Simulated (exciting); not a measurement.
This exciting (release sodium) run on Pd needs a look.

The input input.xml:

```xml
<input>
  <title>Pd</title>
  <structure speciespath="./" tshift="false">
    <crystal scale="5.2019751464">
      <basevect>0.000000000000 0.707106781187 0.707106781187</basevect>
      <basevect>0.707106781187 0.000000000000 0.707106781187</basevect>
      <basevect>0.707106781187 0.707106781187 0.000000000000</basevect>
    </crystal>
    <species speciesfile="Pd.xml" rmt="2.3">
      <atom coord="0.000000000000 0.000000000000 0.000000000000"/>
    </species>
  </structure>
  <groundstate do="fromscratch" ngridk="12 12 12" rgkmax="9" gmaxvr="14" lmaxapw="10" lmaxmat="10" lmaxvr="8" stype="fd" swidth="0.00183747" nempty="20" ValenceRelativity="iora*" epsengy="1e-05" epspot="1e-05" maxscl="50" tforce="true" outputlevel="normal">
    <libxc exchange="XC_GGA_X_B88" correlation="XC_GGA_C_LYP"/>
    <spin spinorb="true"/>
  </groundstate>
  <properties>
    <EFG/>
    <mossbauer/>
  </properties>
</input>
```

Potentials or basis: all-electron LAPW+lo, shipped species files, valence relativity iora*.

The run is started by

```console
$ OMP_NUM_THREADS=1 exciting_smp
```

Output:

```text
Parser ERROR: 'fd                                                                              ' is not valid selection for stype
```

Problem. What happened, and what is wrong with the input?

Solution. The program refused the input. The input holds a flaw that was put in on purpose: smearing word that the schema lacks (stype = fd).
